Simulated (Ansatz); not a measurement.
# BeS (rocksalt type): how the settings move a single-point run

Aim: see which settings change the result for BeS (rocksalt type), by how much, and at what cost.

Program: Ansatz 0.2.0. Level of theory: reference: DFT, LDA, all-electron LAPW, scalar-relativistic. These are calculated values, not measurements.

1 further run of the same task is left out (set aside as unsound or not needed). Runs told in other sessions of the task aren't counted.

## (1) The starting structure

Symmetry: Fm-3m, No. 225, cubic system. The conventional cell has a = 4.556 Å, b = 4.556 Å, c = 4.556 Å, α = 90.00°, β = 90.00°, γ = 90.00°. Around Be (site symmetry m-3m) lie 6 S at 2.28 Å. S (site symmetry m-3m) is surrounded by 6 Be at 2.28 Å.

Coordinates:

```cif
data_structure
_symmetry_space_group_name_H-M 'P 1'
_symmetry_Int_Tables_number 1
_cell_length_a 3.2214
_cell_length_b 3.2214
_cell_length_c 3.2214
_cell_angle_alpha 60.000
_cell_angle_beta 60.000
_cell_angle_gamma 60.000
_cell_volume 23.64
loop_
_atom_site_label
_atom_site_type_symbol
_atom_site_fract_x
_atom_site_fract_y
_atom_site_fract_z
_atom_site_occupancy
Be1 Be 0.00000 0.00000 0.00000 1
S1 S 0.50000 0.50000 0.50000 1
```

## (2) Reference

File input.yaml:

```yaml
crystal:
  lattice:
    - [0.0, 2.2778543656, 2.2778543656]
    - [2.2778543656, 0.0, 2.2778543656]
    - [2.2778543656, 2.2778543656, 0.0]
  atoms:
    - { symbol: Be, position: [0.0, 0.0, 0.0] }
    - { symbol: S, position: [0.5, 0.5, 0.5] }
kpoints:
  mp_grid: { grid: [17, 17, 17] }
  band_path:
    path:
      - [0.0, 0.0, 0.0]
      - [0.5, 0.0, 0.5]
      - [0.625, 0.25, 0.625]
      - [0.375, 0.375, 0.75]
      - [0.0, 0.0, 0.0]
      - [0.5, 0.5, 0.5]
      - [0.5, 0.25, 0.75]
      - [0.5, 0.0, 0.5]
    npoints: 14
scf:
  occupations: { method: fermi_dirac, width: 0.08 }
hamiltonian:
  xc: lda
  pseudopotentials: { kind: all_electron, lapw: { basis_error: 0.001 } }
output:
  forces: true
  stress: true
  eigenvalues: true
  populations: true
  dos: { projected: true, de: 0.2, e_range: [-14, 8] }
```

The run is started by

```
> ansatz run input.yaml --threads 1 --pin off --max-ram 2048MiB --backend cpu --events-out ev --progress --plain --runs-dir out
```

## (3) Changing settings: occupations.method tetrahedron_uncorrected, lower_state_search off, width left out

Changes to input.yaml since step 2:

```diff
@@ -22,3 +22,4 @@
 scf:
-  occupations: { method: fermi_dirac, width: 0.08 }
+  occupations: { method: tetrahedron_uncorrected }
+  lower_state_search: "off"
 hamiltonian:
@@ -31,2 +32 @@
   populations: true
-  dos: { projected: true, de: 0.2, e_range: [-14, 8] }
```

What does the calculation give? Wanted: for each run, ending; energy change; pressure; gap; force.

**Answer**, as computed:

| run | ending | energy change | pressure (GPa) | gap (eV) | force (eV/Å) | cycles | time |
| --- | --- | --- | --- | --- | --- | --- | --- |
| reference | converged | 0 | 0.0 | 1.03 | 0.00 | 5 | 11 s |
| 1: occupations.method tetrahedron_uncorrected, lower_state_search off, width left out | converged | 0.0 meV/atom (σ→0) | 0.0 | 1.03 | 0.00 | 5 | 9.3 s |

Times don't compare one to one where runs were asked for different outputs or read a saved state (see the inputs); cycles may leave out searches for a lower state.

Residual by cycle in the longest SCF loop of each run; runs are numbered as in the table. The quantity is the density residual dr2, in eV.

| cycle | reference | run 1 |
| --- | --- | --- |
| 1 | 0.217 | 0.217 |
| 2 | 0.0128 | 0.0128 |
| 3 | 0.00306 | 0.00306 |
| 4 | 2.5e-6 | 2.5e-6 |
| 5 | 5.5e-8 | 5.5e-8 |

**Reading.** Changing the smearing and search for lower states hardly moves the energy: 0.0 meV/atom.

The gaps are Kohn-Sham values of a semilocal functional, not quasiparticle or optical gaps. Such gaps usually fall short of the measured ones.
